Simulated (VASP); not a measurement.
Here is the system:

```
CELL_PARAMETERS angstrom
      2.71718     0.00000     0.00000
     -1.35859     2.35315     0.00000
      0.00000     0.00000     4.41322
ATOMIC_POSITIONS crystal
  Be 0.33333 0.66667 0.00016
  Be 0.66667 0.33333 0.50016
  O  0.33333 0.66667 0.37734
  O  0.66667 0.33333 0.87734
```

Level of theory: PBE GGA, VASP's PBE PAW potentials (set 64) (plane waves; VASP). Settings: 400 eV cut-off, 9×9×5 Γ-centred mesh, Gaussian smearing of 0.010 eV, potentials Be O.

At this cut-off the stress carries a Pulay error, which pulls relaxed volumes low.

Q: Give the stress tensor in GPa (positive for a compressed cell).

A: 
```
-7.31   0.00   0.00
 0.00  -7.31   0.00
 0.00   0.00  -7.14
```
The pressure is its mean diagonal, -7.25 GPa.

The structure comes from a computed database's BeO entry; how it stands against other phases isn't given here. The cell was not relaxed at this level.
